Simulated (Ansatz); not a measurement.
# TiSi2 (Fddd) in Ansatz: further runs

Runs on TiSi2. Level: PBE. Tasks: single point.

Program: Ansatz 0.2.0. These are calculated values, not measurements. Logs are shortened: lines on timing, memory, paths and dates and some standing lists are left out, and cuts for length are marked.

## (1) The crystal as given

The structure is orthorhombic, space group Fddd (No. 70). Conventional cell: a = 4.779 Å, b = 8.235 Å, c = 8.526 Å, α = 90.00°, β = 90.00°, γ = 90.00°. Ti (site symmetry 222) has 10 Si at 2.55 to 2.78 Å as nearest neighbours. Si (site symmetry 2) has 5 Si at 2.52 to 2.79 Å and 5 Ti at 2.55 to 2.78 Å as nearest neighbours.

The cell is a database's computed one.

## (2) Single point, PBE

input.yaml

```yaml
crystal:
  lattice:
    - [0.0, 4.1175163063, 4.2628978354]
    - [2.3895119538, 0.0, 4.2628978354]
    - [2.3895119538, 4.1175163063, 0.0]
  atoms:
    - { symbol: Ti, position: [0.75, 0.75, 0.75] }
    - { symbol: Ti, position: [0.5, 0.5, 0.5] }
    - { symbol: Si, position: [0.41256561, 0.08743439, 0.41256561] }
    - { symbol: Si, position: [0.08743439, 0.41256561, 0.08743439] }
    - { symbol: Si, position: [0.16256561, 0.83743439, 0.16256561] }
    - { symbol: Si, position: [0.83743439, 0.16256561, 0.83743439] }
hamiltonian:
  xc: pbe
  pseudopotentials: { kind: paw }
kpoints:
  mp_grid: { grid: [7, 7, 7] }
scf:
  occupations: { method: gaussian, width: 0.013 }
output:
  forces: true
  stress: true
  eigenvalues: true
```

Potentials or basis: Ansatz PAW.

Started as:

```console
> ansatz run input.yaml --threads 2 --pin off --max-ram 5632MiB --backend cpu --events-out ev --progress --plain --runs-dir out
```

The program printed:

```text
Warning: RAYON_NUM_THREADS=2 ignored (pool sized by the plan → 2); use --threads N
Engine: ansatz 0.2.0, aarch64-unknown-linux-gnu
Pseudopotentials: kind: paw
Pseudopotential: Ti, paw, valence charge 12, recommended cutoff 420 eV (normal), Ti.paw.azcp
Pseudopotential: Si, paw, valence charge 4, recommended cutoff 420 eV (normal), Si.paw.azcp
Functional definition: PBE
  parameter kappa = 0.804
  parameter beta = 0.06672455060314922
  exchange = pbe_x(kappa = kappa, mu = beta*pi^2/3)
  correlation = pbe_c(beta = beta)
Crystal: 6 atoms, lattice volume = 83.884 Å³
Basis set: ecut = 420 eV, 1617 PW (Γ), exchange–correlation on 80×72×64 points (8 copies of the dense FFT grid, shifted against one another)
Bands: 26, of which v1, the nominal top of the filled ones, is band 20 counted from 1 (19 counted from 0)
Symmetry: 8 space group operations
Space group: Fddd (ITA 70), of the structure as read, at distance tolerance 4.4e-5 Å
k-points: 64 of 343
Non-local potential: Ti, projectors of the file, l = 0: 3, l = 1: 2, l = 2: 3, l = 3: 1
Non-local potential: Si, projectors of the file, l = 0: 2, l = 1: 2, l = 2: 2
PAW form: soft (Blöchl's): semilocal exchange-correlation on the pseudo side does not see the compensation charge
PAW one-centre angular grid: Ti, 590 points (default); XC on 64 Gauss nodes
PAW one-centre angular grid: Si, 110 points (default); XC on 64 Gauss nodes
Initial density: superposition of atomic densities (neutral atoms: chi_scale 0, normalization atom), corrected by the library's trained network
Initial wavefunctions: pseudopotential atomic-orbital guess
Functional: x = pbe(κ = 0.804, μ = 0.2195149727645171), c = pbe(β = 0.06672455060314922)
SCF iter   1: F=—  HF=-7545.905993 eV  |F-HF|=—  |Δ(HF+E_count)|=         —  Δρ=4.19e-3  dr2=2.08e-2  ethr=1.77e-3  ⟨swp⟩=6.6  Hψ=8519  notcnv=0
preconditioner: auto → Kerker (q_TF=auto, 2.412 Å⁻¹)  [metal: Δε(μ)=0.004 eV  Ē_g=6.369 eV  σ=0.013 eV  W_gap=0.16  n_scr=16 (ndim 8)  ℏωp=19.9 eV  f_vac=0.000  D(μ)=6.72/eV (n_scr^D=70)]
SCF iter   2: F=—  HF=-7545.903599 eV  |F-HF|=—  |Δ(HF+E_count)|=   2.39e-3  Δρ=1.96e-3  dr2=3.92e-3  ethr=5.19e-5  ⟨swp⟩=2.2  Hψ=2486  notcnv=0  defer=97
SCF iter   3: F=—  HF=-7545.903283 eV  |F-HF|=—  |Δ(HF+E_count)|=   3.16e-4  Δρ=5.60e-4  dr2=3.27e-4  ethr=9.80e-6  ⟨swp⟩=2.4  Hψ=2354  notcnv=0  defer=97
SCF iter   4: F=—  HF=-7545.903237 eV  |F-HF|=—  |Δ(HF+E_count)|=   4.56e-5  Δρ=9.56e-5  dr2=7.36e-6  ethr=8.18e-7  ⟨swp⟩=2.0  Hψ=2269  notcnv=0  defer=97
SCF iter   5: F=—  HF=-7545.903232 eV  |F-HF|=—  |Δ(HF+E_count)|=   5.33e-6  Δρ=1.84e-5  dr2=1.91e-7  ethr=1.84e-8  ⟨swp⟩=2.0  Hψ=2188  notcnv=0  defer=33
automatic band count: iteration 5 solves 25 bands in place of 26: the levels show a gap, and the empty bands left out lie too high to hold charge; the band table lists the bands solved (type scf.n_extra_bands for more)
SCF iter   6: F=-7545.903232 eV  HF=-7545.903232 eV  |F-HF|=6.31e-9  |Δ(HF+E_count)|=   3.13e-8  Δρ=3.26e-6  dr2=9.64e-9  ethr=2.50e-10  ⟨swp⟩=6.5  Hψ=6308  notcnv=0
SCF 1 converged in 6 iterations: F = -7545.903232 eV  dr2 = 9.64e-9
SCF converged after 6 iterations
Free energy (F): -7545.903232 eV
Harris-Foulkes:  -7545.903232 eV  (|F-HF|=6.31e-9)
Internal energy: -7545.902809 eV  (E = F + TS)
E sigma→0 (E₀):  -7545.903021 eV
Entropy (-TS):   -0.000423 eV (-0.070 meV/atom)
Fermi energy:    12.637298 eV
--- Per-component energies (eV) ---
  E_band       = -213.477044
  E_kinetic    = 720.011010
  E_local      = -2024.427769  (includes V_loc(G=0)·N_el)
  E_nonlocal   = 117.051524
  E_hartree    = 883.858548
  E_xc         = -423.674482
  E_vxc        = -441.764681  (∫ρ·V_xc dr)
  E_paw        = -4146.210057  (= ΣΔE_a)
  E_vpaw       = -352.060129  (= ΣTr[D̂ρ^β])
  E_aug_tail   = 0.000245  (compensation charges beyond the density's cutoff)
  E_ewald      = -2672.511829
  E_smearing   = -0.000423  (= −TS)
  E_closure    = -0.000000  (closes the sum)
  Σ components = -7545.903232   (vs F -7545.903232, Δ=0.00e0)
--- Forces (eV/Å), atoms counted from 1 ---
  atom   1  Ti    -0.00000000     0.00000000    -0.00000000
  atom   2  Ti     0.00000000    -0.00000000     0.00000000
  atom   3  Si     0.00000000     0.01295102    -0.00000000
  atom   4  Si     0.00000000    -0.01295102     0.00000000
  atom   5  Si     0.00000000     0.01295102    -0.00000000
  atom   6  Si     0.00000000    -0.01295102     0.00000000
  max |Σ_I F_I| component: 0.00e0 eV/Å
--- Stress (GPa, compression-positive) ---
        2.409093      -0.000000      -0.000000
       -0.000000       0.803159       0.000000
       -0.000000       0.000000       2.950509
  P = ⅓ Tr σ = 2.0543 GPa (20.543 kbar)
--- Band table (eV; the first three rows and the last of 64) ---
  k-point 0: bands = ["-43.5943", "-43.5657", "-19.9800", "-19.9799", "-19.8893", "-19.8743", "-19.8667", "-19.8534", "0.0374", "5.9328", "6.8907", "7.2354", "7.5948", "8.8756", "8.9062", "10.1320", "10.3646", "10.5680", "10.8570", "11.2849", "11.7060", "14.7174", "15.7760", "15.9867", "16.0775"]
  k-point 1: bands = ["-43.5932", "-43.5667", "-19.9821", "-19.9761", "-19.8958", "-19.8745", "-19.8648", "-19.8533", "0.2517", "5.6559", "6.0561", "7.1196", "7.9590", "8.8126", "9.3209", "9.8856", "10.4900", "10.5823", "11.3610", "11.4582", "11.6926", "14.5092", "15.5941", "15.6649", "15.8562"]
  k-point 2: bands = ["-43.5904", "-43.5694", "-19.9868", "-19.9665", "-19.9119", "-19.8733", "-19.8623", "-19.8525", "0.8666", "4.7325", "5.2302", "6.9921", "7.7719", "8.5169", "9.5771", "10.0805", "10.8838", "11.3055", "11.5577", "11.8956", "12.4824", "13.9843", "15.1709", "15.2481", "15.4701"]
  k-point 63: bands = ["-43.5805", "-43.5792", "-19.9601", "-19.9534", "-19.9210", "-19.9114", "-19.8568", "-19.8530", "2.0879", "2.1221", "6.0903", "7.0929", "8.0253", "9.3671", "9.5743", "10.0742", "10.9656", "11.1721", "11.6176", "11.6563", "13.5396", "13.6109", "14.7387", "15.2932", "15.6666"]
```

Run time: 4 s. Hardware: 2 threads of Arm Neoverse V2, shared host; peak memory 0.42 GiB.

What came out:

```
Free energy            : -7545.9032 eV
Pressure               : 2.1 GPa
Largest force          : 0.013 eV/Å
Band gap on the k mesh : none (metal or under the smearing width)
```

Forces in eV/Å, atoms in the order of the input:
```
Ti   0.000  0.000  0.000
Ti   0.000  0.000  0.000
Si   0.000  0.013  0.000
Si   0.000 -0.013  0.000
Si   0.000  0.013  0.000
Si   0.000 -0.013  0.000
```

Stress tensor (GPa, compression positive):
```
2.41 0.00 0.00
0.00 0.80 0.00
0.00 0.00 2.95
```

Levels at points of the mesh, in eV from the Fermi level:
| k point | band 17 | band 18 | band 19 | band 20 | band 21 | band 22 | band 23 | band 24 |
| --- | --- | --- | --- | --- | --- | --- | --- | --- |
| (0.00, 0.00, 0.00) | -2.27 | -2.07 | -1.78 | -1.35 | -0.93 | 2.08 | 3.14 | 3.35 |

## (3) Single point, PBE

input.yaml, as its differences from that of step 2:

```diff
@@ -18,3 +18,3 @@
 scf:
-  occupations: { method: gaussian, width: 0.013 }
+  occupations: { method: gaussian, width: 0.014 }
 output:
```

Potentials or basis: Ansatz PAW.

Started as:

```console
> ansatz run input.yaml --threads 2 --pin off --max-ram 5632MiB --backend cpu --events-out ev --progress --plain --runs-dir out
```

The program printed:

```text
Warning: RAYON_NUM_THREADS=2 ignored (pool sized by the plan → 2); use --threads N
Engine: ansatz 0.2.0, aarch64-unknown-linux-gnu
Pseudopotentials: kind: paw
Pseudopotential: Ti, paw, valence charge 12, recommended cutoff 420 eV (normal), Ti.paw.azcp
Pseudopotential: Si, paw, valence charge 4, recommended cutoff 420 eV (normal), Si.paw.azcp
Functional definition: PBE
  parameter kappa = 0.804
  parameter beta = 0.06672455060314922
  exchange = pbe_x(kappa = kappa, mu = beta*pi^2/3)
  correlation = pbe_c(beta = beta)
Crystal: 6 atoms, lattice volume = 83.884 Å³
Basis set: ecut = 420 eV, 1617 PW (Γ), exchange–correlation on 80×72×64 points (8 copies of the dense FFT grid, shifted against one another)
Bands: 26, of which v1, the nominal top of the filled ones, is band 20 counted from 1 (19 counted from 0)
Symmetry: 8 space group operations
Space group: Fddd (ITA 70), of the structure as read, at distance tolerance 4.4e-5 Å
k-points: 64 of 343
Non-local potential: Ti, projectors of the file, l = 0: 3, l = 1: 2, l = 2: 3, l = 3: 1
Non-local potential: Si, projectors of the file, l = 0: 2, l = 1: 2, l = 2: 2
PAW form: soft (Blöchl's): semilocal exchange-correlation on the pseudo side does not see the compensation charge
PAW one-centre angular grid: Ti, 590 points (default); XC on 64 Gauss nodes
PAW one-centre angular grid: Si, 110 points (default); XC on 64 Gauss nodes
Initial density: superposition of atomic densities (neutral atoms: chi_scale 0, normalization atom), corrected by the library's trained network
Initial wavefunctions: pseudopotential atomic-orbital guess
Functional: x = pbe(κ = 0.804, μ = 0.2195149727645171), c = pbe(β = 0.06672455060314922)
SCF iter   1: F=—  HF=-7545.906037 eV  |F-HF|=—  |Δ(HF+E_count)|=         —  Δρ=4.19e-3  dr2=2.08e-2  ethr=1.77e-3  ⟨swp⟩=6.6  Hψ=8519  notcnv=0
preconditioner: auto → Kerker (q_TF=auto, 2.412 Å⁻¹)  [metal: Δε(μ)=0.004 eV  Ē_g=6.369 eV  σ=0.014 eV  W_gap=0.15  n_scr=16 (ndim 8)  ℏωp=19.9 eV  f_vac=0.000  D(μ)=6.36/eV (n_scr^D=70)]
SCF iter   2: F=—  HF=-7545.903636 eV  |F-HF|=—  |Δ(HF+E_count)|=   2.40e-3  Δρ=1.96e-3  dr2=3.93e-3  ethr=5.20e-5  ⟨swp⟩=2.2  Hψ=2486  notcnv=0  defer=97
SCF iter   3: F=—  HF=-7545.903318 eV  |F-HF|=—  |Δ(HF+E_count)|=   3.19e-4  Δρ=5.60e-4  dr2=3.28e-4  ethr=9.82e-6  ⟨swp⟩=2.4  Hψ=2361  notcnv=0  defer=97
SCF iter   4: F=—  HF=-7545.903272 eV  |F-HF|=—  |Δ(HF+E_count)|=   4.57e-5  Δρ=9.58e-5  dr2=7.37e-6  ethr=8.20e-7  ⟨swp⟩=2.0  Hψ=2270  notcnv=0  defer=97
SCF iter   5: F=—  HF=-7545.903265 eV  |F-HF|=—  |Δ(HF+E_count)|=   6.48e-6  Δρ=1.84e-5  dr2=1.90e-7  ethr=1.84e-8  ⟨swp⟩=2.0  Hψ=2190  notcnv=0  defer=97
SCF iter   6: F=-7545.903265 eV  HF=-7545.903266 eV  |F-HF|=6.24e-9  |Δ(HF+E_count)|=   3.12e-8  Δρ=3.25e-6  dr2=9.52e-9  ethr=2.50e-10  ⟨swp⟩=8.3  Hψ=6663  notcnv=0
SCF 1 converged in 6 iterations: F = -7545.903265 eV  dr2 = 9.52e-9
SCF converged after 6 iterations
Free energy (F): -7545.903265 eV
Harris-Foulkes:  -7545.903266 eV  (|F-HF|=6.24e-9)
Internal energy: -7545.902787 eV  (E = F + TS)
E sigma→0 (E₀):  -7545.903026 eV
Entropy (-TS):   -0.000479 eV (-0.080 meV/atom)
Fermi energy:    12.637302 eV
--- Per-component energies (eV) ---
  E_band       = -213.475920
  E_kinetic    = 720.011276
  E_local      = -2024.429152  (includes V_loc(G=0)·N_el)
  E_nonlocal   = 117.051640
  E_hartree    = 883.859689
  E_xc         = -423.674505
  E_vxc        = -441.764712  (∫ρ·V_xc dr)
  E_paw        = -4146.210150  (= ΣΔE_a)
  E_vpaw       = -352.060276  (= ΣTr[D̂ρ^β])
  E_aug_tail   = 0.000245  (compensation charges beyond the density's cutoff)
  E_ewald      = -2672.511829
  E_smearing   = -0.000479  (= −TS)
  E_closure    = -0.000000  (closes the sum)
  Σ components = -7545.903265   (vs F -7545.903265, Δ=0.00e0)
--- Forces (eV/Å), atoms counted from 1 ---
  atom   1  Ti    -0.00000000     0.00000000    -0.00000000
  atom   2  Ti     0.00000000    -0.00000000     0.00000000
  atom   3  Si     0.00000000     0.01349799    -0.00000000
  atom   4  Si     0.00000000    -0.01349799     0.00000000
  atom   5  Si     0.00000000     0.01349799    -0.00000000
  atom   6  Si     0.00000000    -0.01349799     0.00000000
  max |Σ_I F_I| component: 1.39e-17 eV/Å
--- Stress (GPa, compression-positive) ---
        2.411105      -0.000000      -0.000000
       -0.000000       0.803249       0.000000
       -0.000000       0.000000       2.948808
  P = ⅓ Tr σ = 2.0544 GPa (20.544 kbar)
--- Band table (eV; the first three rows and the last of 64) ---
  k-point 0: bands = ["-43.5942", "-43.5656", "-19.9799", "-19.9798", "-19.8893", "-19.8743", "-19.8666", "-19.8533", "0.0374", "5.9328", "6.8907", "7.2353", "7.5947", "8.8756", "8.9062", "10.1321", "10.3646", "10.5680", "10.8570", "11.2849", "11.7061", "14.7174", "15.7760", "15.9867", "16.0775", "16.1000"]
  k-point 1: bands = ["-43.5931", "-43.5667", "-19.9820", "-19.9760", "-19.8957", "-19.8745", "-19.8648", "-19.8531", "0.2517", "5.6559", "6.0561", "7.1196", "7.9590", "8.8125", "9.3209", "9.8856", "10.4900", "10.5822", "11.3611", "11.4582", "11.6926", "14.5093", "15.5941", "15.6649", "15.8562", "15.9966"]
  k-point 2: bands = ["-43.5903", "-43.5694", "-19.9867", "-19.9664", "-19.9118", "-19.8732", "-19.8623", "-19.8524", "0.8666", "4.7324", "5.2302", "6.9921", "7.7719", "8.5169", "9.5771", "10.0805", "10.8838", "11.3055", "11.5577", "11.8957", "12.4825", "13.9843", "15.1710", "15.2481", "15.4702", "15.5033"]
  k-point 63: bands = ["-43.5805", "-43.5791", "-19.9601", "-19.9533", "-19.9209", "-19.9113", "-19.8568", "-19.8529", "2.0879", "2.1221", "6.0903", "7.0929", "8.0253", "9.3671", "9.5743", "10.0743", "10.9656", "11.1721", "11.6176", "11.6564", "13.5396", "13.6109", "14.7387", "15.2932", "15.6666", "15.8154"]
```

It took 4 s on 2 threads of Arm Neoverse V2, shared host; peak memory 0.42 GiB.

Results:

```
Free energy            : -7545.9033 eV
Pressure               : 2.1 GPa
Largest force          : 0.013 eV/Å
Band gap on the k mesh : none (metal or under the smearing width)
```

Forces in eV/Å, atoms in the order of the input:
```
Ti   0.000  0.000  0.000
Ti   0.000  0.000  0.000
Si   0.000  0.013  0.000
Si   0.000 -0.013  0.000
Si   0.000  0.013  0.000
Si   0.000 -0.013  0.000
```

Stress tensor (GPa, compression positive):
```
2.41 0.00 0.00
0.00 0.80 0.00
0.00 0.00 2.95
```
